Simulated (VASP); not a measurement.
Crystal: NaI.

```
Na I
1.0
     0.00000    3.23640    3.23640
     3.23640    0.00000    3.23640
     3.23640    3.23640    0.00000
Na I
1 1
Direct
  0.00000 0.00000 0.00000
  0.50000 0.50000 0.50000
```

| Quantity | Value |
| --- | --- |
| Program | VASP 6.6.1 |
| Task | relaxation of cell and atoms |
| Functional | LDA |
| Potentials or basis | VASP PAW LDA potentials, release 64 (Na_pv, I) |
| Cutoff | 600 eV |
| k mesh | 8 × 8 × 8 |
| Occupations | gaussian, width 0.03 eV |
| Spin | no spin polarisation |

At the start: pressure -1.6 GPa; volume 33.90 Å³/atom.

Q: How do energy, volume and symmetry change on relaxing?

A: Over 4 steps the energy falls by 17.8 meV/atom and the volume is 30.68 Å³/atom (-9.5 %); space group Fm-3m (No. 225, to 0.05 Å).

Step by step:
| step | energy change (eV) | largest force (eV/Å) | pressure (GPa) | volume (Å³) |
| --- | --- | --- | --- | --- |
| 1 | 0.0000 | 0.0000 | -1.62 | 67.80 |
| 2 | -0.0265 | 0.0000 | -0.91 | 64.50 |
| 3 | -0.0356 | 0.0000 | -0.12 | 61.75 |
| 4 | -0.0357 | 0.0000 | 0.02 | 61.37 |

Final structure:
```xyz
2
Lattice="0.0000 3.1307 3.1307 3.1307 0.0000 3.1307 3.1307 3.1307 0.0000" Properties=species:S:1:pos:R:3 pbc="T T T"
Na    3.1307    3.1307    0.0000
I     3.1307    3.1307    3.1307
```
